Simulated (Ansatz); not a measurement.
Runs of Ansatz 0.2.0 on Fe. Symmetry: Im-3m, No. 229, cubic system. Conventional cell: a = 2.886 Å, b = 2.886 Å, c = 2.886 Å, α = 90.00°, β = 90.00°, γ = 90.00°. Fe (site symmetry m-3m) is surrounded by 8 Fe at 2.50 Å. 

```csv
task,level,potentials or basis,spin,U,cell,cutoff (eV),smearing,points for each segment of the path,hubbard projectors,double counting,driver,gap on the mesh (eV),pressure (GPa),moment (μB)
band structure,PBE,SSSP efficiency PAW,"collinear, ferromagnetic start",-,as given,1225,fermi-dirac 0.05 eV,14,-,-,-,none,-9.1,2.24
band structure,LDA,JTH PAW LDA,"collinear, ferromagnetic start",-,as given,1320,fermi-dirac 0.05 eV,14,-,-,-,none,(a),2.21
band structure,PBE,SPMS NC,"collinear, ferromagnetic start",-,as given,871,fermi-dirac 0.05 eV,14,-,-,-,none,-5.7,2.40
band structure,PBE,Ansatz NC,"collinear, ferromagnetic start",-,as given,1225,fermi-dirac 0.05 eV,14,-,-,-,none,-9.5,2.26
relaxation of cell and atoms,revPBE+U,PseudoDojo standard (PBE files),"collinear, random start",Fe d U = 4 eV,relaxed,1225,fermi-dirac 0.15 eV,-,all-electron-ortho-atomic,fll (the default),-,-,0.0,2.93
band structure,PBE,PseudoDojo standard (PBE files),"collinear, ferromagnetic start",-,as given,1225,fermi-dirac 0.05 eV,14,-,-,-,none,-4.9,(c)
single point,PBE+D4+U,Ansatz PAW accurate,"collinear, ferromagnetic start",Fe d U = 3 eV,as given,950,fermi-dirac 0.15 eV,-,all-electron-ortho-atomic,fll (the default),chain,none,1.3,2.70
band structure,PBE,Ansatz PAW earlier set,"collinear, ferromagnetic start",-,as given,950,fermi-dirac 0.05 eV,14,-,-,-,none,-9.7,2.24
band structure,PBE,Ansatz PAW earlier set,"collinear, ferromagnetic start",-,as given,844,fermi-dirac 0.05 eV,14,-,-,-,none,-9.7,2.24
band structure,PBE,JTH PAW,"collinear, ferromagnetic start",-,as given,1320,fermi-dirac 0.05 eV,14,-,-,-,none,-10.1,2.26
band structure,PBE,PseudoDojo stringent (PBE files),"collinear, ferromagnetic start",-,as given,1605,fermi-dirac 0.05 eV,14,-,-,-,none,(d),(b)
```

Alike in all rows: k mesh 13 × 13 × 13.

Fill in the values left out.

(a) -26.2; (b) 2.35; (c) 2.46; (d) -7.8.

Caveats: the magnetic or orbital state may not be the lowest (some runs); the U is typed as a test and isn't derived for this compound (some runs); so large a pressure means that the cell lies far from this level's equilibrium, or that cutoff or potentials fall short (some runs); the potentials were made for another functional, which shifts forces and pressure (some runs); the plane-wave basis is chosen anew once the cell has moved, so the energies of steps on either side of that aren't comparable (some runs); pairwise dispersion overbinds metals, which lowers pressure and volume (some runs).

A k mesh can miss the band edges.

A gap of «none» marks a metal or a gap under the smearing width.

Not every run made on this cell is shown here.
